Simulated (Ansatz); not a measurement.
## BN under compression and expansion

```
B N
1.0
     2.50399    0.00000    0.00000
    -1.25200    2.16852    0.00000
     0.00000    0.00000    6.66120
B N
2 2
Cartesian
  0.0000 1.4457 1.6653
  1.2520 0.7228 4.9959
  0.0000 1.4457 4.9959
  1.2520 0.7228 1.6653
```

The cell is COD entry 9008997, as deposited and not checked against the literature; nothing was relaxed.

All numbers are computed: DFT, PBE, all-electron LAPW, scalar-relativistic (Ansatz 0.2.0); DFT, PBE, PAW with Ansatz's default frozen-core files, scalar-relativistic (Ansatz 0.2.0).

For LAPW: a Γ-centred 11×11×4 k mesh, Fermi–Dirac smearing of 0.02 eV, basis error target 1 meV/atom, no spin polarisation. PAW takes a cutoff of 420 eV at this cell. The Ansatz runs share mesh, smearing and spin set-up. Plane-wave (PAW) pressures include the program's estimate of the Pulay term.

The cell above is scaled evenly, with fractional coordinates and shape held.

Problem. Estimate the equilibrium volume and bulk modulus that full-potential LAPW gives for this fixed shape.

Solution. V0 = 9.17 Å³/atom, B0 = 236 GPa, B0′ = 3.6, from a third-order Birch–Murnaghan fit to these pressures:
```json
{"V/V(cell)": "0.9400", "V (Å³/atom)": "8.500", "P, LAPW (GPa)": "20.38", "P, PAW (GPa)": "20.41", "gap on the k mesh, LAPW (eV)": "4.41"}
{"V/V(cell)": "0.9600", "V (Å³/atom)": "8.681", "P, LAPW (GPa)": "14.15", "P, PAW (GPa)": "14.18", "gap on the k mesh, LAPW (eV)": "4.39"}
{"V/V(cell)": "0.9800", "V (Å³/atom)": "8.862", "P, LAPW (GPa)": "8.47", "P, PAW (GPa)": "8.51", "gap on the k mesh, LAPW (eV)": "4.36"}
{"V/V(cell)": "0.9900", "V (Å³/atom)": "8.952", "P, LAPW (GPa)": "5.82", "P, PAW (GPa)": "5.86", "gap on the k mesh, LAPW (eV)": "4.35"}
{"V/V(cell)": "1.0000", "V (Å³/atom)": "9.043", "P, LAPW (GPa)": "3.29", "P, PAW (GPa)": "3.32", "gap on the k mesh, LAPW (eV)": "4.33"}
{"V/V(cell)": "1.0100", "V (Å³/atom)": "9.133", "P, LAPW (GPa)": "0.87", "P, PAW (GPa)": "0.90", "gap on the k mesh, LAPW (eV)": "4.32"}
{"V/V(cell)": "1.0200", "V (Å³/atom)": "9.223", "P, LAPW (GPa)": "-1.45", "P, PAW (GPa)": "-1.42", "gap on the k mesh, LAPW (eV)": "4.31"}
{"V/V(cell)": "1.0400", "V (Å³/atom)": "9.404", "P, LAPW (GPa)": "-5.77", "P, PAW (GPa)": "-5.74", "gap on the k mesh, LAPW (eV)": "4.28"}
{"V/V(cell)": "1.0600", "V (Å³/atom)": "9.585", "P, LAPW (GPa)": "-9.72", "P, PAW (GPa)": "-9.69", "gap on the k mesh, LAPW (eV)": "4.25"}
```

PAW's V0 lies 0.01 % from the all-electron value and its B0 -0.1 %. With shape and internal coordinates held, B0 is an upper bound to the relaxed modulus.
